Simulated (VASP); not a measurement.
Write the native input for VASP 6.6.1 that does the following.

- Task: single point
- Functional: PBE
- Potentials or basis: VASP PAW PBE potentials, release 64 (Si)
- Cutoff: 520 eV
- k mesh: 2 × 2 × 2
- Occupations: methfessel-paxton, width 0.15 eV
- Spin: no spin polarisation
- Dipole correction: no
- Further INCAR settings: LREAL = Auto; ALGO = Fast; EDIFF = 1e-06; NBANDS = 43

The structure of Si (a cell with a defect) lies in POSCAR:

```
Si
1.0
    0.0000000000      5.5086980000      5.5086980000
    5.5086980000      0.0000000000      5.5086980000
    5.5086980000      5.5086980000      0.0000000000
Si
15
Direct
    0.0010889143      0.0001823480     -0.0010620477
    0.1270758535      0.1231369917      0.1248388458
    0.0009833540      0.0002005919      0.4996745147
    0.1265524086      0.1247205783      0.6242660244
    0.1268439475      0.6253101913      0.1250820067
    0.0009408757      0.4993399529      0.4998861800
    0.1265422428      0.6252963949      0.6232463642
    0.5018512541      0.0005487685     -0.0014800230
    0.6263767772      0.1247938261      0.1243995405
    0.5013749165     -0.0002988002      0.4992063460
    0.6263115168      0.1249044693      0.6238902550
    0.5016520238      0.4994318984     -0.0012740760
    0.6240592605      0.6258195675      0.1247104125
    0.5014978131      0.4995630546      0.4995626916
    0.6263034387      0.6248865884      0.6240793197
```

These files were run (other wordings do the same):

INCAR

```
SYSTEM = Si
ALGO = Fast ; EDIFF = 1E-6
ENCUT = 520 ; GGA = PE
ISIF = 2 ; ISMEAR = 1
LASPH = .True. ; LCHARG = .True.
LELF = .True. ; LREAL = Auto
LVHAR = .True. ; LWAVE = .False.
NBANDS = 43 ; NELM = 80
PREC = Accurate ; SIGMA = 0.15
```

KPOINTS

```
k-points
0
Gamma
  2 2 2
  0 0 0
```

Potentials or basis: VASP PAW PBE potentials, release 64 (Si).

The run is started by

```console
$ cat potpaw_PBE.64/Si/POTCAR > POTCAR
$ mpirun -np 1 vasp_std > vasp.out
```

Results of the run:

* Pressure: -2.7 GPa
* Largest force: 0.026 eV/Å
* Band gap on the k mesh: none (metal or under the smearing width)

Caveat: the k mesh is coarse (spacing up to 0.49 Å⁻¹), so the values aren't converged.

Wall time 2.1 min on 1 thread of AMD EPYC 9R45 96-Core Processor (Zen 5), with other jobs on the host, peak memory 0.43 GiB.
